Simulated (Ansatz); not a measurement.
Crystal: NiO.

```
Ni O
1.0
     0.00000    2.28355    2.28355
     2.28355    0.00000    2.28355
     2.28355    2.28355    0.00000
Ni O
1 1
Direct
  0.00000 0.00000 0.00000
  0.25000 0.25000 0.25000
```

Measurements of this composition are mostly on another form, of space group No. 225.

Program: Ansatz 0.2.0. Alike in all runs: potentials or basis Ansatz PAW; spin collinear, ferromagnetic start; cell as given; k mesh 5 × 5 × 5; smearing fermi-dirac 0.05 eV; the mesh is coarse, so values aren't converged.

Order these runs on this cell by their pressure, lowest first.
A. level HF; cutoff (eV) 420
B. level HSEsol; cutoff (eV) 420; points for each segment of the path 4
C. level HSE03; cutoff (eV) 420; points for each segment of the path 4
D. level r2SCAN0; cutoff (eV) 500

B (-16.5 GPa), D (-14.8 GPa), A (-12.8 GPa), C (-11.2 GPa).

Caveats: all runs use coarse meshes; the magnetic or orbital state may not be the lowest; a cell with one magnetic atom can't hold antiferromagnetic order, which such compounds often take; the PAW data sets come from PBE, with cores solved anew for the run's functional, which leaves a small shift of forces and pressure; the thresholds are loose for stress; so large a pressure means that the cell lies far from this level's equilibrium, or that cutoff or potentials fall short (some runs).
